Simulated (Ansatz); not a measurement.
TiAl3:

```
Ti Al
1.0
    -1.91111    1.91111    4.28067
     1.91111   -1.91111    4.28067
     1.91111    1.91111   -4.28067
Ti Al
1 3
Cartesian
  0.0000 0.0000 0.0000
  1.9111 0.0000 2.1403
  0.0000 1.9111 2.1403
  0.0000 0.0000 4.2807
```

The cell comes from a database or a generator and needn't be the stable form of this composition.

```yaml
Program: Ansatz 0.2.0
Task: single point
Functional: PBE
Potentials_or_basis: Ansatz PAW
Cutoff: "420 eV (not typed: the program's choice for these potentials)"
k_mesh: 10 × 10 × 10
Occupations: fermi-dirac, width 0.05 eV
Spin: no spin polarisation
```

On this cell: pressure 2.1 GPa; largest force under 0.003 eV/Å; band gap on the k mesh none (metal or under the smearing width).

The same run follows on a disturbed copy (atoms moved at random, drawn with an rms of 0.05 Å):

```
Ti Al
1.0
    -1.91111    1.91111    4.28067
     1.91111   -1.91111    4.28067
     1.91111    1.91111   -4.28067
Ti Al
1 3
Direct
  0.99038 0.00038 0.99521
  0.25664 0.75347 0.51882
  0.74604 0.24268 0.49693
  0.50286 0.48753 0.00014
```

Q: What does the disturbed cell give?

A: The energy (extrapolated to zero smearing) moves by +8.4 meV/atom; pressure 2.3 GPa; largest force 0.631 eV/Å; band gap on the k mesh none (metal or under the smearing width).

Forces on the atoms (eV/Å):
```
Ti  -0.256  0.562 -0.125
Al  -0.289 -0.323  0.050
Al   0.208  0.156  0.051
Al   0.338 -0.396  0.024
```

Stress tensor (GPa, compression positive):
```
 2.43 -0.03  0.18
-0.03  2.40 -0.20
 0.18 -0.20  2.10
```
